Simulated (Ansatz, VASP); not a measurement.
## One calculation of Al12O, two programs

```
Al O
1.0
     5.71430    0.00000    0.00000
     0.00000    5.71430    0.00000
     0.00000    0.00000   19.67502
Al O
12 1
Direct
  0.25000 0.25000 0.20330
  0.25000 0.75000 0.20330
  0.75000 0.25000 0.20330
  0.75000 0.75000 0.20330
  0.00000 0.00000 0.30928
  0.00000 0.50000 0.30928
  0.50000 0.00000 0.30928
  0.50000 0.50000 0.30928
  0.25000 0.25000 0.41550
  0.25000 0.75000 0.41550
  0.75000 0.25000 0.41550
  0.75000 0.75000 0.41550
  0.33333 0.41667 0.48044
```

Alike in both runs: functional PBE; k mesh 5 × 5 × 1; occupations gaussian, width 0.1 eV; no spin polarisation.

Ansatz relaxed the structure, and its values are those at the end. VASP's run is a single point on that final structure, the one shown.

|  | VASP | Ansatz |
| --- | --- | --- |
| version | VASP 6.6.1 | Ansatz 0.2.0 |
| potentials or method | VASP PAW PBE potentials, release 64 (Al, O) | scalar-relativistic, plane waves, PAW |
| plane-wave cutoff (eV) | 520 | 420 |
| valence electrons in the cell | 42 | 42 |

|  | VASP | Ansatz | Ansatz less VASP |
| --- | --- | --- | --- |
| gap on the k mesh at the Fermi level (eV) | none | none | - |
| rms of the force components (eV/Å) | 0.494 | 0.479 | -0.0151 |
| work function, face that differs most (eV) | 5.50 | 5.49 | -0.011 |

A gap of «none» marks a metal or a gap that the smearing closes. The functional is the same, so the differences come from potentials, cutoffs and numerics.
